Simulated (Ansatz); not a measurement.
**CrO2 (1T sheet): how robust is the cRPA U?**

Aim: hold the target of a cRPA run on CrO2 (1T sheet) and move one thing at a time.

Main program and level: Ansatz 0.2.0; constrained RPA on PBE, plane waves, PAW.

### 1. The structure

The cell holds 3 atoms: 1 Cr and 2 O. Cell: a = 2.748 Å, b = 2.748 Å, c = 28.557 Å, α = 90.0°, β = 90.0°, γ = 120.0°. Vacuum lies along c.

The structure was relaxed with PBE. The structure was generated from a model, not taken from a measurement. The runs that relaxed it are not among those shown. The program's search for lower electronic states was switched off, so nothing shows that the state found is the lowest. The default PAW set here is soft_2. Its files were made with PBE. The Coulomb interaction is cut off across the vacuum.

### 2. Base: Cr t2g, bands v1 to c2, 6×6×1 mesh, medium accuracy

Constrained RPA screens the interaction with every transition except those inside the target bands, which a later many-body model would treat itself.

The input, input.yaml:

```yaml
crystal:
  lattice:
    - [0.0, 1.94305271, 1.94305271]
    - [1.94305271, -1.94305271, 0.0]
    - [16.48760825, 16.48760825, -16.48760825]
  atoms:
    - { symbol: Cr, position: [0.0, 0.0, 0.3217853089] }
    - { symbol: O, position: [0.3333333333, 0.6666666667, 0.3590093005] }
    - { symbol: O, position: [0.6666666667, 0.3333333333, 0.2845613174] }
  periodic: [true, true, false]
kpoints:
  mp_grid: { grid: [12, 12, 1] }
hamiltonian:
  xc: pbe
scf:
  occupations: { method: gaussian, width: 0.08 }
  n_extra_bands: 19
  max_iter: 150
  lower_state_search: "off"
output:
  crpa:
    kmesh: [6, 6, 1]
    target_bands: [v1, c2]
    projections: [{ species: Cr, l: d, shell: 3, orbitals: [dxz, dyz, dxy] }]
  local_orbitals:
    kmesh: [12, 12, 1]
    orbitals: [{ species: Cr, l: d, shell: 3, orbitals: [dxz, dyz, dxy] }]
    window: { bands: [v1, c2] }
    seedname: lo
```

The run is started by

```sh
> ansatz run input.yaml --threads 4 --pin off --max-ram 14745MiB --backend cpu --events-out ev --progress --plain --runs-dir out
```

Numbers of over 12 decimals in the logs are rounded to 6 here.

The program printed:

```text
scf.n_extra_bands = 19 over 13 filled bands (N_el = 26.0): the run solves 32 bands
Engine: ansatz 0.2.0, aarch64-unknown-linux-gnu
Pseudopotentials: kind: paw
Pseudopotential: Cr, paw, valence charge 14, recommended cutoff 420 eV (normal), Cr.paw.azcp
Pseudopotential: O, paw, valence charge 6, recommended cutoff 420 eV (normal), O.paw.azcp
Functional definition: PBE
  parameter kappa = 0.804
  parameter beta = 0.066725
  exchange = pbe_x(kappa = kappa, mu = beta*pi^2/3)
  correlation = pbe_c(beta = beta)
Crystal: 3 atoms, lattice volume = 186.745 Å³
Basis set: ecut = 420 eV, 3665 PW (Γ)
Bands: 32, of which v1, the nominal top of the filled ones, is band 13 counted from 1 (12 counted from 0)
Symmetry: 12 space group operations
Space group: P-3m1 (ITA 164), of the structure as read, at distance tolerance 5.7e-5 Å
k-points: 19 of 144
Non-local potential: Cr, projectors of the file, l = 0: 3, l = 1: 2, l = 2: 3, l = 3: 1
Non-local potential: O, projectors of the file, l = 0: 2, l = 1: 2, l = 2: 1
PAW form: soft (Blöchl's): semilocal exchange-correlation on the pseudo side does not see the compensation charge
PAW one-centre angular grid: Cr, 590 points (default); XC on 64 Gauss nodes
PAW one-centre angular grid: O, 110 points (default); XC on 64 Gauss nodes
Initial density: superposition of atomic densities (neutral atoms: chi_scale 0, normalization atom), corrected by the library's trained network
Initial wavefunctions: pseudopotential atomic-orbital guess
Functional: x = pbe(κ = 0.804, μ = 0.219515), c = pbe(β = 0.066725)
SCF iter   1: F=—  HF=-4512.374806 eV  |F-HF|=—  |Δ(HF+E_count)|=         —  Δρ=5.48e-3  dr2=2.73e-2  ethr=1.77e-3  ⟨swp⟩=10.2  Hψ=4435  notcnv=0  defer=139
preconditioner: auto → LDOS  [metal: Δε(μ)=0.066 eV  Ē_g=18.011 eV  σ=0.080 eV  W_gap=0.38  n_scr=16 (ndim 8)  ℏωp=11.5 eV  f_vac=0.824  D(μ)=3.20/eV (n_scr^D=16)  β→1.0]
SCF iter   2: F=—  HF=-4512.379689 eV  |F-HF|=—  |Δ(HF+E_count)|=   4.88e-3  Δρ=5.49e-3  dr2=2.49e-2  ethr=1.05e-4  ⟨swp⟩=3.5  Hψ=1362  notcnv=0  defer=246
SCF iter   3: F=—  HF=-4512.369345 eV  |F-HF|=—  |Δ(HF+E_count)|=   1.03e-2  Δρ=4.44e-4  dr2=1.24e-4  ethr=9.57e-5  ⟨swp⟩=2.5  Hψ=639  notcnv=0  defer=246
SCF iter   4: F=—  HF=-4512.369355 eV  |F-HF|=—  |Δ(HF+E_count)|=   1.04e-5  Δρ=6.77e-5  dr2=3.66e-6  ethr=4.76e-7  ⟨swp⟩=3.9  Hψ=816  notcnv=0  defer=246
SCF iter   5: F=—  HF=-4512.369367 eV  |F-HF|=—  |Δ(HF+E_count)|=   1.20e-5  Δρ=2.00e-5  dr2=4.39e-7  ethr=1.41e-8  ⟨swp⟩=3.5  Hψ=920  notcnv=0  defer=246
SCF iter   6: F=-4512.369368 eV  HF=-4512.369368 eV  |F-HF|=6.26e-8  |Δ(HF+E_count)|=   9.48e-7  Δρ=6.43e-6  dr2=6.39e-8  ethr=3.85e-10  ⟨swp⟩=21.4  Hψ=5923  notcnv=0
SCF 1 converged in 6 iterations: F = -4512.369368 eV  dr2 = 6.39e-8
[...]
NSCF: frozen V_eff on 22 k-points
NSCF: frozen V_eff on 7 k-points
[...]
cRPA screening: q 1/36
cRPA screening: q 2/36
cRPA screening: q 8/36 (q-point 3)
cRPA screening: q 14/36 (q-point 4)
cRPA screening: q 17/36 (q-point 8)
cRPA screening: q 23/36 (q-point 9)
cRPA screening: q 35/36 (q-point 15)
SCF converged after 6 iterations
Free energy (F): -4512.369368 eV
Harris-Foulkes:  -4512.369368 eV  (|F-HF|=6.26e-8)
Internal energy: -4512.359763 eV  (E = F + TS)
E sigma→0 (E₀):  -4512.364565 eV
Entropy (-TS):   -0.009605 eV (-3.202 meV/atom)
Fermi energy:    -7.023694 eV
--- Per-component energies (eV) ---
  E_band       = -724.207259
  E_kinetic    = 688.765735
  E_local      = -59753.812075  (includes V_loc(G=0)·N_el)
  E_nonlocal   = 172.019002
  E_hartree    = 29419.149881
  E_xc         = -286.265963
  E_vxc        = -365.209011  (∫ρ·V_xc dr)
  E_paw        = -1507.149537  (= ΣΔE_a)
  E_vpaw       = -304.254523  (= ΣTr[D̂ρ^β])
  E_aug_tail   = 0.005395  (compensation charges beyond the density's cutoff)
  E_ewald      = 26754.927799
  E_smearing   = -0.009605  (= −TS)
  E_closure    = -0.000000  (closes the sum)
  Σ components = -4512.369368   (vs F -4512.369368, Δ=0.00e0)
--- Band table (eV; the first three rows and the last of 19) ---
  k-point 0: bands = [... 9 lower, -9.8090, -8.9195, -8.9195, -7.7346, -7.7346, -6.1813, -3.6791, -3.6791, ... 15 higher]
  k-point 1: bands = [... 9 lower, -9.6258, -9.4636, -9.2207, -7.5542, -7.4506, -6.1619, -3.8695, -3.7055, ... 15 higher]
  k-point 2: bands = [... 9 lower, -10.5797, -9.7087, -9.2739, -7.4157, -7.0174, -6.1148, -4.2255, -3.7511, ... 15 higher]
  k-point 18: bands = [... 9 lower, -11.0508, -11.0508, -10.6461, -6.9803, -6.4104, -6.4104, -3.8420, -3.8420, ... 15 higher]
  the weakly bound empty levels are not read free of the cell's end (no_gap_told)
--- cRPA (band scheme, projected local orbitals): target bands 13..15 (1-based), 3 Wannier function(s), 6×6×1 mesh, 30 bands' worth read of 35 solved, ecut_chi 136.0 eV, v(q+G=0) probe_charge, pair densities all_electron ---
  bands read: the sum over 30 bands ends inside a degenerate multiplet in 2 slots, whose members it reads at an even weight; the widest, k=14: bands 30 to 31 (counted from 1) at 1/2 each
  χ-basis size per q: N_G = 662..709
  window electrons = 2.0000, filled by tetrahedron_uncorrected; constrained ε̄⁻¹(q = 0, 0) head = 0.664420; min gauge Gram eig = 0.5730
  Kanamori averages over each shell's own Wannier functions (sites counted from 0, functions from 1):
    Site 0, 3D, 3 of 5 d orbitals (Wannier functions 1, 2, 3; wannier90's mr 2, 3, 5):
      screened: U = 3.9734 eV, U' = 3.1023 eV, J = 0.4154 eV
      screened, to within: U = 1.3e-2 eV, U' = 1.3e-2 eV, J = 7.8e-4 eV
      bare: V = 16.7774 eV, V' = 15.5399 eV, J = 0.5741 eV
  Hermiticity witness max|P − P†| over intra, direct and exchange elements: 1.24e-14 eV (screened), 3.74e-17 eV (bare)
  Reality witness max|Im| over intra, direct and exchange elements: 9.39e-17 eV (screened), 6.98e-17 eV (bare)
```

It took 32 s on 4 threads of Arm Neoverse V2, shared host; peak memory 1.3 GiB; 2 min of CPU time.

The column dr2 measures how far the density is from self-consistency, as an energy; F and HF (Harris–Foulkes) agree once it is small.

This step gave:

* U: 3.973 eV
* U prime (inter-orbital): 3.102 eV
* J: 0.4154 eV
* bare V: 16.78 eV
* bare J: 0.5741 eV
* stated bound on U: 0.01267 eV
* U over bare V: 0.2368
* electrons in the window: 2.000
* head of the constrained inverse dielectric matrix: 0.6644
* least eigenvalue of the projection's overlap: 0.5730
* target functions: 3
* bands in the sums: 30
* r.m.s. miss of the model bands: 0.001887 eV
* width of the target bands: 1.651 eV
* weight of the projected orbitals in the window: 0.7669

On the Cr t2g shell, screening brings the on-site interaction from 16.8 eV down to U = 3.97 eV.

### 3. Changed: 9×9×1 mesh

Edit input.yaml of step 2 so:

```diff
@@ -21,9 +21,4 @@
   crpa:
-    kmesh: [6, 6, 1]
+    kmesh: [9, 9, 1]
     target_bands: [v1, c2]
     projections: [{ species: Cr, l: d, shell: 3, orbitals: [dxz, dyz, dxy] }]
-  local_orbitals:
-    kmesh: [12, 12, 1]
-    orbitals: [{ species: Cr, l: d, shell: 3, orbitals: [dxz, dyz, dxy] }]
-    window: { bands: [v1, c2] }
-    seedname: lo
```

The program printed:

```text
[...]
Crystal: 3 atoms, lattice volume = 186.745 Å³
Basis set: ecut = 420 eV, 3665 PW (Γ)
Bands: 32, of which v1, the nominal top of the filled ones, is band 13 counted from 1 (12 counted from 0)
Symmetry: 12 space group operations
[...]
k-points: 19 of 144
[...]
SCF iter   1: F=—  HF=-4512.374806 eV  |F-HF|=—  |Δ(HF+E_count)|=         —  Δρ=5.48e-3  dr2=2.73e-2  ethr=1.77e-3  ⟨swp⟩=10.2  Hψ=4435  notcnv=0  defer=139
[...]
SCF iter   6: F=-4512.369368 eV  HF=-4512.369368 eV  |F-HF|=6.26e-8  |Δ(HF+E_count)|=   9.48e-7  Δρ=6.43e-6  dr2=6.39e-8  ethr=3.85e-10  ⟨swp⟩=21.4  Hψ=5923  notcnv=0
SCF 1 converged in 6 iterations: F = -4512.369368 eV  dr2 = 6.39e-8
[...]
NSCF: frozen V_eff on 12 k-points
[...]
cRPA screening: q 1/81
cRPA screening: q 2/81
cRPA screening: q 8/81 (q-point 3)
cRPA screening: q 14/81 (q-point 4)
cRPA screening: q 20/81 (q-point 5)
[...]
Internal energy: -4512.359763 eV  (E = F + TS)
E sigma→0 (E₀):  -4512.364565 eV
Entropy (-TS):   -0.009605 eV (-3.202 meV/atom)
Fermi energy:    -7.023694 eV
[...]
--- Band table (eV; the first three rows and the last of 19) ---
  k-point 0: bands = [... 9 lower, -9.8090, -8.9195, -8.9195, -7.7346, -7.7346, -6.1813, -3.6791, -3.6791, ... 15 higher]
  k-point 1: bands = [... 9 lower, -9.6258, -9.4636, -9.2207, -7.5542, -7.4506, -6.1619, -3.8695, -3.7055, ... 15 higher]
  k-point 2: bands = [... 9 lower, -10.5797, -9.7087, -9.2739, -7.4157, -7.0174, -6.1148, -4.2255, -3.7511, ... 15 higher]
  k-point 18: bands = [... 9 lower, -11.0508, -11.0508, -10.6461, -6.9803, -6.4104, -6.4104, -3.8420, -3.8420, ... 15 higher]
  the weakly bound empty levels are not read free of the cell's end (no_gap_told)
[...]
χ-basis size per q: N_G = 649..709
[...]
Site 0, 3D, 3 of 5 d orbitals (Wannier functions 1, 2, 3; wannier90's mr 2, 3, 5):
      screened: U = 3.9718 eV, U' = 3.1032 eV, J = 0.4138 eV
      screened, to within: U = 1.5e-2 eV, U' = 1.5e-2 eV, J = 7.7e-4 eV
      bare: V = 16.7264 eV, V' = 15.4916 eV, J = 0.5728 eV
[...]
[key lines of the parts left out:]
SCF converged after 6 iterations
Free energy (F): -4512.369368 eV
```

The job ended after 91 s (4 threads; peak memory 1.4 GiB).

This step gave:

| Property | Result |
| --- | --- |
| U | 3.972 eV |
| U prime (inter-orbital) | 3.103 eV |
| J | 0.4138 eV |
| bare V | 16.73 eV |
| bare J | 0.5728 eV |
| stated bound on U | 0.01431 eV |
| U over bare V | 0.2375 |
| electrons in the window | 2.000 |
| head of the constrained inverse dielectric matrix | 0.6781 |
| least eigenvalue of the projection's overlap | 0.5730 |
| target functions | 3 |
| bands in the sums | 30 |
| width of the target bands | 1.651 eV |
| weight of the projected orbitals in the window | 0.7669 |

On the Cr t2g shell, screening brings the on-site interaction from 16.7 eV down to U = 3.97 eV.

### 4. Changed: smooth pair densities

Edit input.yaml of step 3 so:

```diff
@@ -21,4 +21,5 @@
   crpa:
-    kmesh: [9, 9, 1]
+    kmesh: [6, 6, 1]
     target_bands: [v1, c2]
     projections: [{ species: Cr, l: d, shell: 3, orbitals: [dxz, dyz, dxy] }]
+    pair_densities: pseudo
```

The program printed:

```text
[...]
Crystal: 3 atoms, lattice volume = 186.745 Å³
Basis set: ecut = 420 eV, 3665 PW (Γ)
Bands: 32, of which v1, the nominal top of the filled ones, is band 13 counted from 1 (12 counted from 0)
Symmetry: 12 space group operations
[...]
k-points: 19 of 144
[...]
the weakly bound empty levels are not read free of the cell's end (no_gap_told)
[...]
χ-basis size per q: N_G = 662..709
[...]
Site 0, 3D, 3 of 5 d orbitals (Wannier functions 1, 2, 3; wannier90's mr 2, 3, 5):
      screened: U = 4.0041 eV, U' = 3.0942 eV, J = 0.4334 eV
      screened, to within: U = 1.9e-3 eV, U' = 1.9e-3 eV, J = 1.9e-4 eV
      screened, sum over states alone: U = 4.2981 eV, U' = 3.2075 eV, J = 0.5244 eV
      bare: V = 16.7774 eV, V' = 15.5399 eV, J = 0.5741 eV
[...]
[key lines of the parts left out:]
SCF converged after 6 iterations
Free energy (F): -4512.369368 eV
Fermi energy:    -7.023694 eV
```

Wall time 34 s (4 threads); peak memory 1.2 GiB.

This step gave:

- U: 4.004 eV
- U prime (inter-orbital): 3.094 eV
- J: 0.4334 eV
- bare V: 16.78 eV
- bare J: 0.5741 eV
- stated bound on U: 0.001886 eV
- U over bare V: 0.2387
- electrons in the window: 2.000
- head of the constrained inverse dielectric matrix: 0.6646
- least eigenvalue of the projection's overlap: 0.5730
- target functions: 3
- bands in the sums: 30
- width of the target bands: 1.651 eV
- weight of the projected orbitals in the window: 0.7669

On the Cr t2g shell, screening brings the on-site interaction from 16.8 eV down to U = 4.00 eV.

### 5. Changed: sums over states

Edit input.yaml of step 4 so:

```diff
@@ -24,2 +24,4 @@
     projections: [{ species: Cr, l: d, shell: 3, orbitals: [dxz, dyz, dxy] }]
-    pair_densities: pseudo
+    accuracy: sum_over_states
+    n_empty_bands: 52
+    ecut_chi: 250
```

The program printed:

```text
[...]
Crystal: 3 atoms, lattice volume = 186.745 Å³
Basis set: ecut = 420 eV, 3665 PW (Γ)
Bands: 32, of which v1, the nominal top of the filled ones, is band 13 counted from 1 (12 counted from 0)
Symmetry: 12 space group operations
[...]
k-points: 19 of 144
[...]
χ-basis size per q: N_G = 1646..1717
[...]
U and J over all bands: no bound (output.crpa.accuracy: sum_over_states); those below are of the sums over the bands read on the sphere of ecut_chi, with what the atoms add
[...]
Site 0, 3D, 3 of 5 d orbitals (Wannier functions 1, 2, 3; wannier90's mr 2, 3, 5):
      screened: U = 4.0801 eV, U' = 3.1205 eV, J = 0.4526 eV
      bare: V = 16.7774 eV, V' = 15.5399 eV, J = 0.5741 eV
[...]
[key lines of the parts left out:]
SCF converged after 6 iterations
Free energy (F): -4512.369368 eV
Fermi energy:    -7.023694 eV
```

Wall time 12 s (4 threads); peak memory 0.7 GiB; 44 s of CPU time.

This variant gives U = 4.08 eV against 3.97 eV. It is a finite sum over empty states with no bound on its error and stays out of the table below.

### 6. Changed: sums without a band count

Edit input.yaml of step 5 so:

```diff
@@ -25,3 +25 @@
     accuracy: sum_over_states
-    n_empty_bands: 52
-    ecut_chi: 250
```

The program printed:

```text
Error: 2 input errors — fix all and re-run
  1. invalid value for `output.crpa.n_empty_bands`: is left out, and the sums over bands alone (accuracy: sum_over_states under output.crpa) have no default for it, since their result follows it; type one, or take accuracy: low, medium or high under output.crpa
  2. invalid value for `output.crpa.ecut_chi`: is left out, and the sums over bands alone (accuracy: sum_over_states under output.crpa) have no default for it, since their result follows it; type one, or take accuracy: low, medium or high under output.crpa
```

Elapsed: 0.05 s, on 4 threads; peak memory 0.071 GiB.

The program refused the input before any cycle.

The program's message: “Error: 2 input errors — fix all and re-run”

The fault put into this input: sums without a band count.

(Part 1 of 2 ends here.)

[Paths, hosts, dates, memory and timing lines, banners, echoed tables and standing remarks are left out of the program output.]

[Logs are printed without paths, hosts, clocks, repeated set-up lines and the standing remarks that a program may print on its own settings, such as how far it seeks lower states.]

[Runs of the session that timed out or met a known fault of the program may be left out.]

[Hosts, paths, dates, database ids (printed as entryN), source tags and the programs' standing remarks are cut or masked in the printed files.]
